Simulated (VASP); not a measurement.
**W: single point with LDA**

Crystal: W.

```
W
1.0
     0.00000    1.98711    1.98711
     1.98711    0.00000    1.98711
     1.98711    1.98711    0.00000
W
1
Cartesian
  0.0000 0.0000 0.0000
```

This isn't the form of W at room conditions, which is bcc.

* Program: VASP 6.6.1
* Task: single point
* Functional: LDA
* Potentials or basis: VASP PAW LDA potentials, release 64 (W_sv)
* Cutoff: 520 eV
* k mesh: 22 × 22 × 22
* Occupations: fermi-dirac, width 0.1 eV
* Spin: no spin polarisation
* Dipole correction: no
* Further INCAR settings: ALGO = Normal; EDIFF = 1e-06; NBANDS = 13

* Pressure: 1.6 GPa
* Band gap on the k mesh: none (metal or under the smearing width)

Levels at points of the mesh, in eV from the Fermi level:
| k point | band 3 | band 4 | band 5 | band 6 | band 7 | band 8 | band 9 | band 10 | band 11 | band 12 |
| --- | --- | --- | --- | --- | --- | --- | --- | --- | --- | --- |
| (0.00, 0.00, 0.00) | -36.96 | -36.96 | -9.13 | -0.64 | -0.64 | -0.64 | 2.65 | 2.65 | 12.92 | 18.30 |
| (0.50, 0.00, 0.00) | -37.14 | -37.14 | -5.82 | -0.90 | -0.90 | 0.93 | 5.32 | 5.32 | 10.98 | 12.57 |
| (0.50, 0.50, 0.00) | -37.45 | -37.45 | -5.80 | -4.81 | 3.46 | 5.27 | 6.13 | 6.13 | 12.20 | 12.20 |

It took 27 s on 1 thread of Intel(R) Xeon(R) Platinum 8488C (Sapphire Rapids), with other jobs on the host, peak memory 0.18 GiB.

The run has no spin-orbit coupling, so splittings on W are missing.
